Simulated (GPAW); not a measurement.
Runs of GPAW 26.7.0 on BP. It takes space group F-43m (No. 216, cubic). Conventional cell: a = 4.538 Å, b = 4.538 Å, c = 4.538 Å, α = 90.00°, β = 90.00°, γ = 90.00°. P (site symmetry -43m) is surrounded by 4 B at 1.97 Å. B (site symmetry -43m) is surrounded by 4 P at 1.97 Å. 

| task | level | potentials or basis | k mesh | cutoff (eV) | smearing | maxiter | band path | band points | eigensolver | convergence | gap on the mesh (eV) | pressure (GPa) | V0 of scaled cells (Å³/atom) | B0 (GPa) |
| --- | --- | --- | --- | --- | --- | --- | --- | --- | --- | --- | --- | --- | --- | --- |
| band structure | RPBE | the program's PAW data sets (release 1.2.1) made for this functional, pw | 10 × 10 × 10 | 800 | fermi-dirac 0.05 eV | 150 | GXWKGLUWLK,UX | 80 | - | - | 1.27 | 4.2 | - | - |
| equation of state | PBEint | PAW data sets generated in the run's folder for this functional, pw | 10 × 10 × 10 | 800 | fermi-dirac 0.05 eV | 150 | - | - | - | - | - | - | (b) | 167 |
| equation of state | BLYP+D4 | PAW data sets generated in the run's folder for this functional, pw | 10 × 10 × 10 | 800 | fermi-dirac 0.05 eV | 150 | - | - | davidson | - | - | - | 11.43 | 166 |
| single point | LDA | the program's PAW data sets (release 1.2.1) made for this functional, pw | 8 × 8 × 8 | 600 | fermi-dirac 0.05 eV | 120 | - | - | - | default | 1.22 | (d) | - | - |
| equation of state | vdW-DF-cx | GPAW PAW data sets (gpaw-data 1.2.1), pw | 10 × 10 × 10 | 800 | fermi-dirac 0.05 eV | 150 | - | - | - | - | - | - | (a) | 165 |
| band structure | revPBE | the program's PAW data sets (release 1.2.1) made for this functional, pw | 10 × 10 × 10 | 800 | fermi-dirac 0.05 eV | 150 | GXWKGLUWLK,UX | 80 | - | - | (c) | 3.5 | - | - |
| single point | PBE0 | GPAW PAW data sets (gpaw-data 1.2.1), pw | 8 × 8 × 8 | 600 | fermi-dirac 0.05 eV | 60 | - | - | - | - | 2.69 | - | - | - |
| dielectric tensor | LDA | the program's PAW data sets (release 1.2.1) made for this functional, pw | 8 × 8 × 8 | 600 | fermi-dirac 0.001 eV | 150 | - | - | - | - | 1.22 | - | - | - |

Alike in all rows: no spin polarisation; cell as given.

Problem. Estimate the missing entries.

Solution. (a) 11.73; (b) 11.65; (c) 1.26; (d) -5.0.

Caveats: the PAW data sets were made with another functional, which shifts forces and pressure a little (some runs); the cutoff is short for stress and forces, so pressures can be off by a GPa or more (some runs); the long-wavelength limit can be off by a per cent or two (some runs); an odd mesh through Γ misses points on the zone boundary, where band edges often lie (some runs).

Runs at the PBE level aren't shown here.
